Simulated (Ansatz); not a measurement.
# VO2: the cost of one run

Program: Ansatz 0.2.0. Level of theory: DFT PBE+U, scalar-relativistic, plane waves, PAW. These are calculated values, not measurements.

The COD entry's cell or inner coordinates are ideal or old and differ from later refinements, so a difference from it is no clean test against experiment.

**1. The starting structure**

It takes space group P4_2/mnm (No. 136, tetragonal). Conventional cell: a = 4.481 Å, b = 4.481 Å, c = 3.027 Å, α = 90.00°, β = 90.00°, γ = 90.00°. V (site symmetry mmm) has 6 O at 1.89 to 1.98 Å as nearest neighbours. O (site symmetry m2m) is surrounded by 3 V at 1.89 to 1.98 Å.

Structure file:

```xyz
6
Lattice="4.4800 0.0000 0.0000 0.0000 4.4817 0.0000 0.0000 0.0000 3.0269" Properties=species:S:1:pos:R:3 pbc="T T T"
V     0.0000    0.0000    0.0000
V     2.2400    2.2409    1.5135
O     1.3375    1.3406    0.0000
O     0.9025    3.5814    1.5135
O     3.1425    3.1411    0.0000
O     3.5775    0.9003    1.5135
```

**2. Coarse mesh, to find the state of the open shells**

input.yaml

```yaml
crystal:
  lattice:
    - [4.4800119175, 0.0, 0.0]
    - [0.0, 4.4817031036, -2.8e-09]
    - [0.0, 1.9e-09, 3.0269457044]
  atoms:
    - { symbol: V, position: [0.0, 0.0, 0.0], spin: 1.0 }
    - { symbol: V, position: [0.5, 0.5, 0.5], spin: -1.0 }
    - { symbol: O, position: [0.2985542182, 0.2991256893, 0.0] }
    - { symbol: O, position: [0.2014457818, 0.7991256893, 0.5] }
    - { symbol: O, position: [0.7014457818, 0.7008743107, 0.0] }
    - { symbol: O, position: [0.7985542182, 0.2008743107, 0.5] }
basis:
  ecutwfc: 420
  ecutrho_ratio: 4
kpoints:
  mp_grid: { grid: [3, 3, 5] }
hamiltonian:
  xc: pbe
  hubbard: { sites: [{ species: V, l: d, u_eff: 3.25 }] }
scf:
  occupations: { method: gaussian, width: 0.05 }
output:
  forces: true
  stress: true
  eigenvalues: true
  populations: true
  hubbard: { sites: [{ species: V, l: d }] }
magnetization:
  spin_polarized: true
```

Launch:

```sh
$ ansatz run input.yaml --threads 4 --pin off --max-ram 10240MiB --backend cpu --events-out ev --progress --plain --runs-dir out
```

Q: Estimate wall time and peak memory on 4 threads of Intel Xeon 6975P-C (Granite Rapids), shared host.

About 5.5 s, with a peak of 0.61 GiB.
